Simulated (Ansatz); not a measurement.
## Strain response of GeSb4Te7

Computed with Ansatz 0.2.0, DFT PBEsol, scalar-relativistic, plane waves, PAW. Run with 420 eV cutoff, 12×12×2 k-mesh, Gaussian smearing of 0.10 eV, no spin polarisation.

Starting point, cell and atoms relaxed:

```
Ge Sb Te
1.0
     4.25464    0.00000    0.00000
    -2.12732    3.68463    0.00000
     0.00000    0.00000   23.36762
Ge Sb Te
1 4 7
Direct
  0.00000 0.00000 0.50000
  0.66667 0.33333 0.91597
  0.33333 0.66667 0.34430
  0.33333 0.66667 0.08403
  0.66667 0.33333 0.65570
  0.33333 0.66667 0.84264
  0.66667 0.33333 0.15736
  0.00000 0.00000 0.72882
  0.66667 0.33333 0.42917
  0.33333 0.66667 0.57083
  0.00000 0.00000 0.00000
  0.00000 0.00000 0.27118
```

Deformation: all cell vectors scaled alike, the atoms relaxed, all within the symmetry that the strain leaves. Energies are extrapolated to zero smearing. Gaps are Kohn–Sham gaps over the whole zone.

Spin-orbit coupling is left out, which matters for the bands and energies of heavy elements.

```
strain (%)  ΔE (meV/atom) a (Å) b (Å) c (Å) gap (eV)
      -4.0           69.7  4.084  4.084  22.433     metal
      -2.0           15.5  4.170  4.170  22.900     metal
      +0.0            0.0  4.255  4.255  23.368     metal
      +2.0           11.9  4.340  4.340  23.835      0.18
      +4.0           40.7  4.425  4.425  24.302      0.26
```

Problem. What stiffness (1/V) d²E/dε² at zero strain does a cubic fit over all points give?

Solution. A cubic fit gives (1/V) d²E/dε² = 362 GPa at zero strain (nine times the bulk modulus at fixed shape).

Closed-shell ions balance this formula, and semilocal functionals make gaps too small, so «metal» can mean here that the functional has closed a real gap.